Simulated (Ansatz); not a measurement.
PbO2:

```
Pb O
1.0
     4.99496    0.00000    0.00000
     0.00000    4.99496    0.00000
     0.00000    0.00000    3.40900
Pb O
2 4
Direct
  0.50000 0.50000 0.50000
  0.00000 0.00000 0.00000
  0.69257 0.69257 0.00000
  0.80743 0.19257 0.50000
  0.19257 0.80743 0.50000
  0.30743 0.30743 0.00000
```

The cell is a database's computed one.

Base run:

* Program: Ansatz 0.2.0
* Functional: PBEsol
* Potentials or basis: Ansatz PAW
* Cutoff: 420 eV (not typed: the program's choice for these potentials)
* k mesh: 6 × 6 × 8
* Occupations: fermi-dirac, width 0.05 eV
* Spin: spin-orbit coupling, no magnetisation

Its results: pressure -0.2 GPa; largest force 0.032 eV/Å.

Task: The run is repeated on the same cell with these changes: spin from spin-orbit coupling, no magnetisation to no spin polarisation; potential files from those of the base run to others of the same set. What comes out?

Result: Pressure 0.2 GPa; largest force 0.016 eV/Å.

Caveats: the PAW data sets come from PBE, with cores solved anew for the run's functional, which leaves a small shift of forces and pressure.
